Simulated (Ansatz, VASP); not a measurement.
# Cross-check of Hf7SiO16 (random alloy of the tetragonal HfO2 with Si on Hf sites line, x = 0.125) between VASP and Ansatz

Aim: how closely do two programs agree when they are given the same cell, functional and k mesh? Of the first pair: The structure shown is the start of the Ansatz relaxation below; VASP solves that cell, so the two are compared at the walk's first step.

Calculated with Ansatz 0.2.0; plane waves, with VASP 6.6.1 beside it; PBEsol.

## (1) The structure

The cell holds 96 atoms: 28 Hf, 64 O and 4 Si. Its edges and angles: a = 10.065 Å, b = 10.065 Å, c = 10.368 Å, α = 90.0°, β = 90.0°, γ = 90.0°. It derives from HfO2 (tetragonal HfO2 with Si on Hf sites), repeated 2×2×2. Tetragonal HfO2 with Si on Hf sites: 96 atoms, 4 of 32 Hf sites given to Si at random, cell and internal coordinates interpolated linearly between the end members (Vegard's rule); (so at first; earlier steps may have moved the atoms), displaced by a Gaussian of 0.02 A. Lattice constants are starting values near those of PBE.

## (2) Ansatz: relaxation, PBEsol

Ansatz runs on its default PAW (the set named soft_2) files.

The two programs are compared at the cell with which this relaxation starts, whose forces are those of its first step.

The input, input.yaml:

```yaml
crystal:
  lattice:
    - [10.06521, 0.0, 0.0]
    - [0.0, 10.06521, 0.0]
    - [0.0, 0.0, 10.36848]
  atoms:
    - { symbol: Hf, position: [0.25323, 0.37378, 0.12398] }
    - { symbol: Hf, position: [0.24787, 0.12672, 0.37056] }
    - { symbol: O, position: [0.12847, 0.99849, 0.02562] }
    - { symbol: O, position: [0.1245, 0.00291, 0.27103] }
    - { symbol: O, position: [0.37436, 0.99924, 0.47719] }
    - { symbol: O, position: [0.37281, 0.99966, 0.22331] }
    - { symbol: Hf, position: [8.0e-05, 0.12616, 0.12288] }
    - { symbol: Hf, position: [0.00227, 0.37679, 0.37597] }
    - { symbol: O, position: [0.37679, 0.24864, 0.02476] }
    - { symbol: O, position: [0.37314, 0.24947, 0.27602] }
    - { symbol: O, position: [0.12363, 0.24921, 0.47367] }
    - { symbol: O, position: [0.12332, 0.24867, 0.22498] }
    - { symbol: Hf, position: [0.24778, 0.37547, 0.6282] }
    - { symbol: Hf, position: [0.25147, 0.12462, 0.87329] }
    - { symbol: O, position: [0.12352, 0.00336, 0.5251] }
    - { symbol: O, position: [0.12373, 0.00038, 0.77905] }
    - { symbol: O, position: [0.37524, 0.00123, 0.97558] }
    - { symbol: O, position: [0.3743, 0.99773, 0.72433] }
    - { symbol: Hf, position: [0.99958, 0.12617, 0.62662] }
    - { symbol: Hf, position: [0.00185, 0.37557, 0.87671] }
    - { symbol: O, position: [0.3735, 0.25249, 0.52599] }
    - { symbol: O, position: [0.37441, 0.25097, 0.77485] }
    - { symbol: O, position: [0.12725, 0.25302, 0.97922] }
    - { symbol: O, position: [0.12223, 0.24713, 0.72403] }
    - { symbol: Hf, position: [0.25032, 0.87674, 0.12561] }
    - { symbol: Hf, position: [0.24598, 0.62439, 0.3766] }
    - { symbol: O, position: [0.12546, 0.50151, 0.02457] }
    - { symbol: O, position: [0.1246, 0.50037, 0.27579] }
    - { symbol: O, position: [0.37539, 0.50024, 0.47371] }
    - { symbol: O, position: [0.37575, 0.50024, 0.22718] }
[... 60 atom lines left out ...]
    - { symbol: Hf, position: [0.50166, 0.62807, 0.62646] }
    - { symbol: Hf, position: [0.50176, 0.87326, 0.87333] }
    - { symbol: O, position: [0.87214, 0.75245, 0.52451] }
    - { symbol: O, position: [0.87778, 0.74845, 0.77416] }
    - { symbol: O, position: [0.62519, 0.75183, 0.97512] }
    - { symbol: O, position: [0.62542, 0.75003, 0.72534] }
kpoints:
  mp_grid: { grid: [1, 1, 1] }
hamiltonian:
  xc: pbesol
scf:
  occupations: { method: fixed }
output:
  forces: true
relax:
  f_tol: 0.05
  max_steps: 150
  cell: {}
```

Command:

```bash
> ansatz run input.yaml --threads 4 --pin off --max-ram 8192MiB --backend cpu --events-out ev --progress --plain --runs-dir out
```

Numbers of over 12 decimals in the logs are rounded to 6 here.

Log:

```text
Engine: ansatz 0.2.0, aarch64-unknown-linux-gnu
Pseudopotentials: kind: paw
Pseudopotential: Hf, paw, valence charge 26, recommended cutoff 420 eV (normal), Hf.paw.azcp
Pseudopotential: O, paw, valence charge 6, recommended cutoff 420 eV (normal), O.paw.azcp
Pseudopotential: Si, paw, valence charge 4, recommended cutoff 420 eV (normal), Si.paw.azcp
Functional definition: PBEsol
  exchange = pbesol_x
  correlation = pbesol_c
Crystal: 96 atoms, lattice volume = 1050.415 Å³
Basis set: ecut = 420 eV, 20527 PW (Γ), exchange–correlation on 144×144×144 points (8 copies of the dense FFT grid, shifted against one another)
Bands: 677, of which v1, the nominal top of the filled ones, is band 564 counted from 1 (563 counted from 0)
Symmetry: 1 space group operations
Space group: P1 (ITA 1), of the structure as read, at distance tolerance 1.0e-4 Å
k-points: 1
Non-local potential: Hf, projectors of the file, l = 0: 3, l = 1: 2, l = 2: 2, l = 3: 3
Non-local potential: O, projectors of the file, l = 0: 2, l = 1: 2, l = 2: 1
Non-local potential: Si, projectors of the file, l = 0: 2, l = 1: 2, l = 2: 2
PAW form: soft (Blöchl's): semilocal exchange-correlation on the pseudo side does not see the compensation charge
PAW frozen core: Hf, regenerated for the run's functional, and the local potential with it (the file was generated under x = pbe(κ = 0.804, μ = 0.219515), c = pbe(β = 0.066725))
PAW frozen core: O, regenerated for the run's functional, and the local potential with it (the file was generated under x = pbe(κ = 0.804, μ = 0.219515), c = pbe(β = 0.066725))
PAW frozen core: Si, regenerated for the run's functional, and the local potential with it (the file was generated under x = pbe(κ = 0.804, μ = 0.219515), c = pbe(β = 0.066725))
PAW one-centre angular grid: Hf, 590 points (default); XC on 64 Gauss nodes
PAW one-centre angular grid: O, 110 points (default); XC on 64 Gauss nodes
PAW one-centre angular grid: Si, 110 points (default); XC on 64 Gauss nodes
Initial density: superposition of atomic densities (neutral atoms: chi_scale 0, normalization atom), corrected by the library's trained network
Initial wavefunctions: pseudopotential atomic-orbital guess
Functional: x = pbesol(κ = 0.804, μ = 0.123457), c = pbesol(β = 0.046)
SCF iter   1: F=—  HF=-475271.221974 eV  |F-HF|=—  |Δ(HF+E_count)|=         —  Δρ=1.87e-2  dr2=3.30e0  ethr=1.77e-3  ⟨swp⟩=5.0  Hψ=1795  notcnv=0  defer=111
preconditioner: auto → Resta (q_TF=auto, 2.761 Å⁻¹)  ε∞=5.6  [insulator: Δε(μ)=2.192 eV  Ē_g=17.564 eV  n_scr=372 (ndim 8)  ℏωp=37.5 eV  f_vac=0.053  ε∞_Penn≈5.6]
SCF iter   2: F=—  HF=-475270.418345 eV  |F-HF|=—  |Δ(HF+E_count)|=   8.04e-1  Δρ=3.84e-3  dr2=1.48e-1  ethr=2.92e-4  ⟨swp⟩=2.0  Hψ=1199  notcnv=0  defer=111
SCF iter   3: F=—  HF=-475270.394526 eV  |F-HF|=—  |Δ(HF+E_count)|=   2.38e-2  Δρ=1.95e-3  dr2=5.13e-2  ethr=1.31e-5  ⟨swp⟩=2.0  Hψ=762  notcnv=0  defer=111
SCF iter   4: F=—  HF=-475270.387031 eV  |F-HF|=—  |Δ(HF+E_count)|=   7.49e-3  Δρ=8.77e-4  dr2=6.49e-3  ethr=4.55e-6  ⟨swp⟩=2.0  Hψ=1021  notcnv=0  defer=111
SCF iter   5: F=—  HF=-475270.383416 eV  |F-HF|=—  |Δ(HF+E_count)|=   3.62e-3  Δρ=2.47e-4  dr2=7.29e-4  ethr=5.75e-7  ⟨swp⟩=2.0  Hψ=1132  notcnv=0  defer=111
SCF iter   6: F=—  HF=-475270.383426 eV  |F-HF|=—  |Δ(HF+E_count)|=   1.00e-5  Δρ=1.20e-4  dr2=1.53e-4  ethr=6.46e-8  ⟨swp⟩=2.0  Hψ=1020  notcnv=0  defer=109
SCF iter   7: F=—  HF=-475270.383365 eV  |F-HF|=—  |Δ(HF+E_count)|=   6.11e-5  Δρ=4.33e-5  dr2=1.89e-5  ethr=1.36e-8  ⟨swp⟩=2.0  Hψ=1020  notcnv=0  defer=109
SCF iter   8: F=—  HF=-475270.384433 eV  |F-HF|=—  |Δ(HF+E_count)|=   1.07e-3  Δρ=1.56e-5  dr2=2.61e-6  ethr=1.67e-9  ⟨swp⟩=2.0  Hψ=1129  notcnv=0  defer=109
SCF iter   9: F=—  HF=-475270.384434 eV  |F-HF|=—  |Δ(HF+E_count)|=   6.34e-7  Δρ=9.86e-6  dr2=8.62e-7  ethr=2.31e-10  ⟨swp⟩=2.0  Hψ=1020  notcnv=0  defer=109
SCF iter  10: F=-475270.384434 eV  HF=-475270.384434 eV  |F-HF|=3.11e-8  |Δ(HF+E_count)|=   5.64e-8  Δρ=2.45e-6  dr2=6.89e-8  ethr=8.87e-12  ⟨swp⟩=4.0  Hψ=2776  notcnv=0
SCF 1 converged in 10 iterations: F = -475270.384434 eV  dr2 = 6.89e-8
  greatest PAW one-centre occupation: 0.999 electrons in one spin orbital (limit 2), on the Hf atom at site 90 (counted from 0), in its partial waves of l = 3
relax step   1: F+E_penalty+E_count = -475270.38443367 eV  Δ(F+E_penalty+E_count) = +0.000e0 eV  max|allowed force component| = 2.529e0 eV/Å  Δτ_max = 0.0000 Å  P = -5.111 GPa  Ω = 1050.415 Å³  (10 SCF iters, dr2 threshold 1.00e-7 eV, accepted)
Crystal: 96 atoms, lattice volume = 1029.112 Å³
Basis set: ecut = 420 eV, 20097 PW (Γ), exchange–correlation on 144×144×144 points (8 copies of the dense FFT grid, shifted against one another)
Initial density: handed on by an earlier stage of this run
Initial wavefunctions: those handed on with the density
[...]
atom  93  O      0.00437263    -0.00622948    -0.00085352
  atom  94  O      0.00547619     0.00225813     0.00339824
  atom  95  O      0.00228454     0.00248214    -0.00518553
  atom  96  O     -0.01073286    -0.00095518    -0.00327106
  max |Σ_I F_I| component: 7.78e-6 eV/Å
--- Stress (GPa, compression-positive) ---
        0.020632       0.009888      -0.014083
        0.009888      -0.010120      -0.032773
       -0.014083      -0.032773      -0.005040
  P = ⅓ Tr σ = 0.0018 GPa (0.018 kbar)
--- Relaxed structure (23 steps of the walk, 23 accepted, 3 SCFs on fresh bases) ---
  F+E_penalty+E_count = -475286.29673952 eV   max|allowed force component| = 3.736e-2 eV/Å   (the final SCF, on the basis selected at the relaxed cell)
  cell:  # Å, volume = 1052.6820 Å³
    - [10.047675, 0.023672, -0.053738]
    - [0.023672, 10.045794, -0.267024]
    - [-0.055357, -0.275070, 10.436771]
  atoms:
    - { symbol: Hf, position: [0.226143, 0.352399, 0.142608] }
    - { symbol: Hf, position: [0.245682, 0.109514, 0.362327] }
    - { symbol: O, position: [0.085555, 0.982548, 0.035467] }
    - { symbol: O, position: [0.139547, -0.042869, 0.273818] }
    - { symbol: O, position: [0.410542, 1.043964, 0.455761] }
    - { symbol: O, position: [0.363596, 1.008188, 0.211387] }
    - { symbol: Hf, position: [-0.029643, 0.139735, 0.097287] }
    - { symbol: Hf, position: [-0.00986954, 0.370447, 0.393658] }
    - { symbol: O, position: [0.352375, 0.227367, 0.037000] }
    - { symbol: O, position: [0.359387, 0.263298, 0.289869] }
    - { symbol: O, position: [0.134786, 0.254395, 0.478105] }
    - { symbol: O, position: [0.113363, 0.210990, 0.224977] }
    - { symbol: Hf, position: [0.237009, 0.390362, 0.622046] }
    - { symbol: Hf, position: [0.274633, 0.135198, 0.866417] }
    - { symbol: O, position: [0.156445, 0.000175864, 0.521466] }
    - { symbol: O, position: [0.125799, -0.011831, 0.775192] }
    - { symbol: O, position: [0.338532, -0.027442, 0.960412] }
    - { symbol: O, position: [0.382758, 1.009402, 0.719479] }
    - { symbol: Hf, position: [1.021839, 0.127989, 0.614898] }
    - { symbol: Hf, position: [0.00412982, 0.377887, 0.890341] }
    - { symbol: O, position: [0.398124, 0.282657, 0.554281] }
    - { symbol: O, position: [0.441230, 0.251725, 0.805434] }
    - { symbol: O, position: [0.121480, 0.243167, 0.973618] }
    - { symbol: O, position: [0.175718, 0.229458, 0.715930] }
    - { symbol: Hf, position: [0.237017, 0.868606, 0.110029] }
    - { symbol: Hf, position: [0.242730, 0.622591, 0.340289] }
    - { symbol: O, position: [0.114013, 0.499714, 0.053194] }
    - { symbol: O, position: [0.132990, 0.459991, 0.299709] }
    - { symbol: O, position: [0.355295, 0.519170, 0.465328] }
    - { symbol: O, position: [0.357901, 0.504944, 0.200379] }
    - { symbol: Si, position: [-0.014555, 0.621111, 0.098910] }
    - { symbol: Hf, position: [1.015802, 0.861757, 0.377476] }
    - { symbol: O, position: [0.377593, 0.732128, 0.019830] }
    - { symbol: O, position: [0.363678, 0.760091, 0.266661] }
    - { symbol: O, position: [0.145706, 0.746340, 0.470308] }
    - { symbol: O, position: [0.093559, 0.711030, 0.206316] }
    - { symbol: Hf, position: [0.230077, 0.860740, 0.639481] }
    - { symbol: Hf, position: [0.274628, 0.610017, 0.876862] }
[...]
- { symbol: Si, position: [-0.019968, 0.622898, 0.629260] }
    - { symbol: Hf, position: [0.00127374, 0.870725, 0.879981] }
[...]
- { symbol: Hf, position: [0.734092, 0.380234, 0.145792] }
    - { symbol: Hf, position: [0.759375, 0.120736, 0.371357] }
[...]
- { symbol: Hf, position: [0.494660, 0.134289, 0.136868] }
    - { symbol: Hf, position: [0.500983, 0.369183, 0.397602] }
[...]
- { symbol: Hf, position: [0.745476, 0.377596, 0.623848] }
    - { symbol: Si, position: [0.791505, 0.098499, 0.793537] }
[...]
- { symbol: Hf, position: [0.509963, 0.128357, 0.622799] }
    - { symbol: Si, position: [0.528077, 0.365992, 0.892276] }
[...]
- { symbol: Hf, position: [0.731986, 0.874074, 0.132569] }
    - { symbol: Hf, position: [0.756571, 0.635234, 0.361344] }
[...]
- { symbol: Hf, position: [0.498141, 0.617965, 0.124665] }
    - { symbol: Hf, position: [0.503505, 0.876365, 0.380622] }
[...]
- { symbol: Hf, position: [0.735034, 0.845926, 0.636769] }
    - { symbol: Hf, position: [0.742431, 0.623930, 0.881663] }
    - { symbol: O, position: [0.595009, 0.486126, 0.553233] }
    - { symbol: O, position: [0.643013, 0.446093, 0.807187] }
    - { symbol: O, position: [0.912531, 0.549125, 0.955836] }
    - { symbol: O, position: [0.872640, 0.528633, 0.709495] }
    - { symbol: Hf, position: [0.472989, 0.637692, 0.609877] }
    - { symbol: Hf, position: [0.503332, 0.882382, 0.878763] }
    - { symbol: O, position: [0.887494, 0.724315, 0.538379] }
    - { symbol: O, position: [0.841169, 0.777053, 0.798106] }
    - { symbol: O, position: [0.628534, 0.762069, 0.978842] }
    - { symbol: O, position: [0.606926, 0.725191, 0.735432] }
```

The column dr2 measures how far the density is from self-consistency, as an energy; F and HF (Harris–Foulkes) agree once it is small.

## (3) VASP: single point, PBEsol, start cell, pair 1

The same cell, functional and mesh now go to VASP, with its own data sets.

Lines of VASP's logs that name or quote its potential files are left out, and so is its time.

The input, INCAR:

```
SYSTEM = Hf7SiO16
PREC = Accurate
ENCUT = 520
EDIFF = 1E-06
NELM = 120
ISMEAR = 0
SIGMA = 0.01
LREAL = Auto
ALGO = Normal
GGA = PS
NBANDS = 408
LASPH = .TRUE.
LORBIT = 11
LWAVE = .FALSE.
LCHARG = .FALSE.
ISIF = 2
GGA_COMPAT = .FALSE.
EFERMI = MIDGAP
NCORE = 2
```

The input, POSCAR:

```
Hf7SiO16
1.0
   10.0652100000      0.0000000000      0.0000000000
    0.0000000000     10.0652100000      0.0000000000
    0.0000000000      0.0000000000     10.3684800000
Hf O Si
28 64 4
Direct
    0.2532286957      0.3737825639      0.1239815286
    0.2478736161      0.1267236352      0.3705557613
    0.0000794817      0.1261573281      0.1228820425
    0.0022652284      0.3767929333      0.3759663904
    0.2477841992      0.3754715500      0.6282020123
    0.2514701631      0.1246173701      0.8732909742
    0.9995817276      0.1261672633      0.6266202954
    0.0018479495      0.3755709021      0.8767148126
    0.2503176784      0.8767427605      0.1256114686
    0.2459759906      0.6243883635      0.3766029350
    0.9987272993      0.8758386561      0.3751465982
    0.2494731854      0.8750637096      0.6223477308
    0.2506256700      0.6266833976      0.8733391973
    0.0017187918      0.8746364954      0.8738407173
    0.7510523874      0.3752728458      0.1251485271
    0.7512312212      0.1254618632      0.3763232412
    0.5004863287      0.1244087307      0.1259586748
    0.4996517708      0.3769618319      0.3754070028
    0.7474657757      0.3756205782      0.6259741061
    0.5016090077      0.1270813028      0.6242284308
    0.7512411564      0.8741397348      0.1277236393
    0.7502575704      0.6282134203      0.3759663904
    0.4997610581      0.6225503492      0.1227180840
    0.4986781200      0.8716658669      0.3765932904
    0.7444454711      0.8788490255      0.6257137015
    0.7479227955      0.6290777838      0.8761264911
    0.5016586837      0.6280743273      0.6264563369
    0.5017580358      0.8732555009      0.8733295526
    0.1284722326      0.9984888542      0.0256160980
    0.1244981476      0.0029110173      0.2710329769
[... 60 atom lines left out ...]
    0.6251931157      0.7518273340      0.9751188217
    0.6254216256      0.7500290605      0.7253425767
    0.0023844510      0.6253719495      0.1242805117
    0.0032289441      0.6256700059      0.6226852923
    0.7525724749      0.1247763335      0.8738117834
    0.5016388133      0.3738819160      0.8787691156
```

The input, KPOINTS:

```
Automatic mesh
0
Gamma
1 1 1
0 0 0
```

Potentials, in the order of the species: Hf_pv, O and Si (PBE family, release 64).

Command:

```bash
> mpirun -np 8 vasp_gam
```

Log:

```text
[banner, memory and clock lines left out]
running    8 mpi-ranks, on    1 nodes
[...]
|                                                                             |
|               ----> ADVICE to this user running VASP <----                  |
|                                                                             |
|     You enforced a specific xc type in the INCAR file but a different       |
|     [... a line on the potential file left out ...]
|     I HOPE YOU KNOW WHAT YOU ARE DOING!                                     |
|                                                                             |

 LDA part: xc-table for (Slater+PW92), standard interpolation
 POSCAR, INCAR and KPOINTS ok, starting setup
[...]
entering main loop
       N       E                     dE             d eps       ncg     rms          rms(c)
DAV:   1     0.748547282646E+04    0.74855E+04   -0.43190E+05   816   0.177E+03
DAV:   2    -0.290826511943E+03   -0.77763E+04   -0.74129E+04  1088   0.501E+02
DAV:   3    -0.109555095525E+04   -0.80472E+03   -0.79663E+03   928   0.144E+02
DAV:   4    -0.111649078690E+04   -0.20940E+02   -0.20853E+02   952   0.244E+01
[...]
DAV:  14    -0.966311906111E+03    0.53468E-05   -0.14726E-04   936   0.260E-02    0.330E-02
DAV:  15    -0.966311910061E+03   -0.39506E-05   -0.24964E-05   928   0.927E-03    0.221E-02
DAV:  16    -0.966311909558E+03    0.50350E-06   -0.52356E-06   776   0.529E-03
   1 F= -.96631191E+03 E0= -.96631191E+03  d E =0.000000E+00
```

OUTCAR, selected parts (step 3):

```text
  FREE ENERGIE OF THE ION-ELECTRON SYSTEM (eV)
  ---------------------------------------------------
  free  energy   TOTEN  =      -966.3119095578 eV

  energy  without entropy=     -966.3119095578  energy(sigma->0) =     -966.31190956
```

The run ends at a pressure of -7.93 GPa, with forces up to 3.3 eV/Å.

## (4) Differences

Known differences besides the potentials themselves: fixed occupations in Ansatz, narrow Gaussian smearing in VASP; the data sets hold 1128 valence electrons in Ansatz (on its default PAW (the set named soft_2) files) and 680 in VASP; the cutoff is 420 eV in Ansatz and 520 eV in VASP (PREC = Accurate, projectors in real space); Ansatz makes its cores anew for this functional, VASP keeps those of its PBE data sets. Total energies have different zeros and are not compared.

Forces on 10 of the 96 atoms, those with the largest forces and the largest differences (eV/Å; atoms numbered as in POSCAR):

| atom | Ansatz x, y, z | VASP x, y, z |
| --- | --- | --- |
| O45 | -1.554, 1.747, 1.575 | -1.471, 1.658, 1.529 |
| O52 | -2.099, -2.112, -1.056 | -2.018, -2.030, -1.011 |
| O53 | -1.954, 2.427, 1.310 | -1.873, 2.344, 1.263 |
| O60 | -1.600, -1.951, -1.738 | -1.517, -1.870, -1.697 |
| O70 | 1.681, 1.393, 1.283 | 1.598, 1.296, 1.234 |
| O71 | -2.067, 1.390, -1.556 | -1.976, 1.316, -1.513 |
| O74 | -1.746, -1.450, 1.149 | -1.649, -1.358, 1.099 |
| O80 | 1.931, 1.802, -1.856 | 1.853, 1.725, -1.816 |
| O81 | 2.015, -1.606, 1.351 | 1.931, -1.522, 1.311 |
| O89 | 2.120, -1.750, 1.286 | 2.042, -1.678, 1.239 |

The forces differ by 38 meV/Å r.m.s., which is 5.2 % of the r.m.s. force of 0.727 eV/Å (both taken over all components).

## (5) Ansatz: relaxation, PBEsol

This run makes the geometry at which the two programs are then compared. The cell compared in this pair holds 1052.68 Å³, against 1050.41 Å³ for the pair before.

The structure compared here is the end of the Ansatz relaxation.

This is the run of step 2 again, met here at its other cell.

(Continued in part 2 of 2.)

[Lines on the potential files, build, host, timing and source positions are cut from VASP's logs without a mark.]

[Logs are printed without paths, hosts, clocks, repeated set-up lines and the standing remarks that a program may print on its own settings, such as how far it seeks lower states.]

[Hosts, paths, dates, database ids (printed as entryN), source tags and the programs' standing remarks are cut or masked in the printed files.]
